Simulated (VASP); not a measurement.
**WS2 (Tungstenite): band structure with LDA**

WS2 (Tungstenite):

```xyz
6
Lattice="3.1541 0.0000 0.0000 -1.5771 2.7315 0.0000 0.0000 0.0000 12.1423" Properties=species:S:1:pos:R:3 pbc="T T T"
W     0.0000    1.8210    3.0356
W     1.5771    0.9105    9.1067
S     0.0000    1.8210    7.5319
S     1.5771    0.9105    1.4607
S     0.0000    1.8210   10.6816
S     1.5771    0.9105    4.6104
```

* Program: VASP 6.6.1
* Task: band structure
* Functional: LDA
* Potentials or basis: VASP PAW LDA potentials, release 64 (W_sv, S)
* Cutoff: 520 eV
* k mesh: 12 × 12 × 3
* Occupations: gaussian, width 0.03 eV
* Spin: no spin polarisation
* Further INCAR settings: ALGO = Normal; EDIFF = 1e-07

```json
{
 "Pressure": "-3.9 GPa",
 "Largest force": "0.415 eV/Å",
 "Band gap on the k mesh": "0.83 eV, indirect (least direct gap 1.82 eV)",
 "Band gap along the path": "0.83 eV, indirect (least direct gap 1.82 eV)"
}
```

Forces on the atoms (eV/Å):
```
W    0.000  0.000  0.000
W    0.000  0.000  0.000
S    0.000  0.000  0.415
S    0.000  0.000  0.415
S    0.000  0.000 -0.415
S    0.000  0.000 -0.415
```

Levels at the corners of the path, in eV from the valence-band top:
| point | band 24 | band 25 | band 26 | band 27 | band 28 | band 29 |
| --- | --- | --- | --- | --- | --- | --- |
| Γ | -1.37 | -1.35 | 0.00 | 2.24 | 2.25 | 2.25 |
| M | -1.77 | -1.73 | -1.55 | 2.22 | 2.28 | 2.46 |
| M | -1.77 | -1.73 | -1.55 | 2.22 | 2.28 | 2.46 |
| K | -2.91 | -0.84 | -0.58 | 1.23 | 1.23 | 1.80 |
| K | -2.91 | -0.84 | -0.58 | 1.23 | 1.23 | 1.80 |
| Γ | -1.37 | -1.35 | 0.00 | 2.24 | 2.24 | 2.25 |
| Γ | -1.37 | -1.35 | 0.00 | 2.24 | 2.24 | 2.25 |
| A | -2.24 | -0.31 | -0.31 | 2.23 | 2.23 | 2.23 |
| A | -2.24 | -0.31 | -0.31 | 2.23 | 2.23 | 2.23 |
| L | -1.86 | -1.64 | -1.64 | 2.25 | 2.25 | 2.68 |
| L | -1.86 | -1.64 | -1.64 | 2.25 | 2.25 | 2.68 |
| H | -3.15 | -0.73 | -0.73 | 1.23 | 1.23 | 2.42 |
| H | -3.15 | -0.73 | -0.73 | 1.23 | 1.23 | 2.42 |
| A | -2.24 | -0.31 | -0.31 | 2.23 | 2.23 | 2.23 |
| L | -1.86 | -1.64 | -1.64 | 2.25 | 2.25 | 2.68 |
| M | -1.77 | -1.73 | -1.55 | 2.22 | 2.28 | 2.46 |
| K | -2.91 | -0.84 | -0.58 | 1.23 | 1.23 | 1.80 |
| H | -3.15 | -0.73 | -0.73 | 1.23 | 1.23 | 2.42 |

Run time: 3.2 min on 2 MPI ranks on Intel(R) Xeon(R) Platinum 8559C (Emerald Rapids), with other jobs on the host, peak memory 0.29 GiB a rank.

Caveat: spin-orbit coupling is left out, which moves the levels of the heavy elements.
